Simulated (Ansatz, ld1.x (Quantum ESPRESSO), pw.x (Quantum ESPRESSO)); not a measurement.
**rhenium (Re) (fcc): variants of one ultrasoft potential in the solid**

```json
{
 "Element": "Re (Z = 75)",
 "Generator": "ld1.x (Quantum ESPRESSO) 7.5",
 "Type": "ultrasoft",
 "Functional": "PBE",
 "Relativity": "scalar-relativistic",
 "Frozen core": "[Xe] 4f14",
 "Valence charge": "7",
 "Reference configuration": "5d5 6s2 6p0",
 "Partial waves": "6s (bound): rcut 2.75, rcutus 3.15 bohr; 6s channel at 0.55 Ry: rcut 2.75, rcutus 3.15 bohr; 6p (bound, empty): rcut 2.15, rcutus 2.90 bohr; 6p channel at 3.3 Ry: rcut 2.15, rcutus 2.90 bohr; 5d (bound): rcut 1.65, rcutus 2.20 bohr; 5d channel at 1.9 Ry: rcut 1.65, rcutus 2.20 bohr",
 "Local potential": "all-electron potential smoothed inside 3.10 bohr (lloc = -2)",
 "Core correction": "a·sin(br)/r model core, default radius (core density twice the valence density)",
 "Augmentation charge": "built from norm-conserving waves at rcut, not smoothed further"
}
```

Crystal test: fcc Re in pw.x 7.5, no spin, 14³ k-points, Fermi–Dirac smearing 0.01 Ry, cutoffs set for each file from its atomic test. The reference is all-electron LAPW (Ansatz 0.2.0) with the same functional, mesh and smearing; V0 and B0 come from Birch–Murnaghan fits to the pressures at five volumes. Errors are pseudo minus all-electron; Δ is the rms difference of the E(V) curves that follow from these fits, minima aligned, over ±6 % about the mean V0. Mesh and smearing are coarse, so the numbers serve the comparison and aren't converged zero-temperature values; the lattice is a test structure that the element need not adopt.

All-electron: a0 = 3.916 Å (V0 = 15.01 Å³/atom), B0 = 359.1 GPa.

Base: The largest radius (3.15 bohr) exceeds half the bond length (2.62 bohr), so the spheres overlap, which is one possible source of error among others. This is a poor potential for the solid. Atomic configuration tests: test run stopped at test 5 of 7 (negative rho).

1 further variants are left out: they gave no file fit for a test, a broken result, the same result as the base, or pressures whose basis-set error rivals the error shown.

A dash in a converged row means that the minimum lies outside the volumes sampled.

```tsv
change	cutoffs (Ry)	pw.x	a0 (Å)	a0 error (%)	B0 error (%)	Δ (meV/atom)	mean pressure error (GPa)
base	45/600	converged	3.978	+1.58	+0.4	57.7	+19.42
type TM; waves now 6s (bound): rc 3.15 bohr; 6p (bound): rc 2.90 bohr; 5d (bound): rc 2.20 bohr; local potential the d channel	50/200	converged; bound ghost	–	–	–	–	+49.28
waves 6s (bound): rcut 2.58, rcutus 2.74 bohr; 6s channel at 0.55 Ry: rcut 2.58, rcutus 2.74 bohr	45/600	converged	3.978	+1.57	+0.3	57.0	+19.13
local potential all-electron potential smoothed inside 1.85 bohr (lloc = -2)	45/600	converged	3.918	+0.05	+1.5	2.0	+0.61
```

Q: Give the row for: core correction a·sin(br)/r model core inside 1.56 bohr.

A: pw.x: converged; mean pressure error (GPa): +19.39; a0 (Å): 3.978; a0 error (%): +1.58; B0 error (%): +0.4; Δ (meV/atom): 57.6.
